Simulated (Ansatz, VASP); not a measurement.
**Two plane-wave programs on GaSb3**

File INCAR:

```
ALGO = Normal ; EDIFF = 1E-6
ENCUT = 520 ; GGA = PE
ISIF = 2 ; ISMEAR = 0
LASPH = T ; LCHARG = F
LREAL = F ; LWAVE = F
NBANDS = 22 ; NELM = 60
PREC = Accurate ; SIGMA = 0.1
```

Contents of KPOINTS:

```
k-points
0
Gamma
  10 10 10
```

POSCAR

```
GaSb3
1.0
    0.0000000000      3.5844675938      3.5844675938
    3.5844675938      0.0000000000      3.5844675938
    3.5844675938      3.5844675938      0.0000000000
Ga Sb
1 3
Direct
    0.0000000000      0.0000000000      0.0000000000
    0.2500000000      0.2500000000      0.2500000000
    0.7500000000      0.7500000000      0.7500000000
    0.5000000000      0.5000000000      0.5000000000
```

Input for Ansatz:

```yaml
crystal:
  lattice:
    - [0.0, 3.5844675938, 3.5844675938]
    - [3.5844675938, 0.0, 3.5844675938]
    - [3.5844675938, 3.5844675938, 0.0]
  atoms:
    - { symbol: Ga, position: [0.0, 0.0, 0.0] }
    - { symbol: Sb, position: [0.25, 0.25, 0.25] }
    - { symbol: Sb, position: [0.75, 0.75, 0.75] }
    - { symbol: Sb, position: [0.5, 0.5, 0.5] }
basis:
  ecutwfc: 420
kpoints:
  mp_grid: { grid: [10, 10, 10] }
hamiltonian:
  xc: pbe
scf:
  occupations: { method: gaussian, width: 0.1 }
output:
  forces: true
  stress: true
  eigenvalues: true
```

Alike in both runs: task single point; functional PBE; k mesh 10 × 10 × 10; occupations gaussian, width 0.1 eV; no spin polarisation.

```csv
,VASP,Ansatz
version,VASP 6.6.1,Ansatz 0.2.0
potentials or method,"VASP PAW PBE potentials, release 64 (Ga_d, Sb)","scalar-relativistic, plane waves, PAW"
plane-wave cutoff (eV),520,420
valence electrons in the cell,28,58
```

```tsv
	VASP	Ansatz	Ansatz less VASP
gap on the k mesh at the Fermi level (eV)	none	none	-
pressure (GPa)	7.2	7.3	+0.07
```

A gap of «none» marks a metal or a gap that the smearing closes. The functional is the same, so the differences come from potentials, cutoffs and numerics. The two sets of potentials don't hold the same shells in valence.

Spin-orbit coupling is left out, which matters for the levels of Sb.
